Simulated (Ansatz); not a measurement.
EuO:

```
Eu O
1.0
     0.00000    2.57195    2.57195
     2.57195    0.00000    2.57195
     2.57195    2.57195    0.00000
Eu O
1 1
Cartesian
  0.0000 0.0000 0.0000
  2.5720 2.5720 2.5720
```

```yaml
Program: Ansatz 0.2.0
Task: relaxation of cell and atoms
Functional: LDA
Potentials_or_basis: Ansatz PAW
Cutoff: "420 eV (not typed: the program's choice for these potentials)"
k_mesh: 9 × 9 × 9
Occupations: fermi-dirac, width 0.05 eV
Spin: collinear spin, ferromagnetic start
Starting_moments: "[7.0, 0.0] μB"
```

At the start: volume 17.01 Å³/atom.

Problem. How do energy, volume and symmetry change on relaxing?

Solution. It ends after 7 steps and the volume is 14.72 Å³/atom (-13.5 %); space group Fm-3m (No. 225, to 0.05 Å); moment 6.81 μB per cell.

Step by step:
```tsv
step	energy change (eV)	largest force (eV/Å)	volume (Å³)
1	0.0000	0.0000	34.03
2	-0.2250	0.0000	29.29
3	-0.2245	0.0000	29.63
4	-0.2249	0.0000	29.55
5	-0.2153	0.0000	29.55
6	-0.2159	0.0000	29.44
7	-0.2155	0.0000	29.44
```

Final structure:
```
CELL_PARAMETERS angstrom
0.00000 2.45068 2.45068
2.45068 0.00000 2.45068
2.45068 2.45068 0.00000
ATOMIC_POSITIONS crystal
Eu 0.00000 0.00000 0.00000
O 0.50000 0.50000 0.50000
```

Caveat: the plane-wave basis is chosen anew once the cell has moved, so the energies of steps on either side of that aren't comparable; the pressure holds a Pulay correction of +0.6 GPa for the finite cutoff; the volume moved by -13 % from the deposited cell, more than functionals usually miss; a cell with one magnetic atom can't hold antiferromagnetic order, which such compounds often take; without U or exact exchange the open f shell lies at the Fermi level, which spoils levels, moments and volumes; the PAW data sets come from PBE, with cores solved anew for the run's functional, which leaves a small shift of forces and pressure.
